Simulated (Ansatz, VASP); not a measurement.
**GaP in VASP and in Ansatz**

```
Ga P
1.0
     0.00000    2.89016    2.61491
     2.89016    0.00000    2.61491
     2.89016    2.89016    0.00000
Ga P
1 1
Direct
  0.00000 0.00000 0.00000
  0.75000 0.75000 0.75000
```

Change from the starting cell: strain +0.050 along x and y, -0.050 along z, atoms carried along.

Alike in both runs: task single point; functional PBE; k mesh 8 × 8 × 8; occupations gaussian, width 0.05 eV; no spin polarisation.

|  | VASP | Ansatz |
| --- | --- | --- |
| version | VASP 6.6.1 | Ansatz 0.2.0 |
| potentials or method | VASP PAW PBE potentials, release 64 (Ga_d, P) | scalar-relativistic, plane waves, PAW |
| plane-wave cutoff (eV) | 520 | 420 |
| valence electrons in the cell | 18 | 18 |

|  | VASP | Ansatz | Ansatz less VASP |
| --- | --- | --- | --- |
| gap on the k mesh at the Fermi level (eV) | 0.84 | 0.84 | +0.003 |
| least direct gap on the mesh (eV) | 0.84 | 0.84 | +0.003 |
| pressure (GPa) | -3.3 | -3.3 | -0.01 |
| largest component of the traceless stress (GPa) | 4.01 | 4.01 | +0.002 |

A k mesh can miss the band edges.
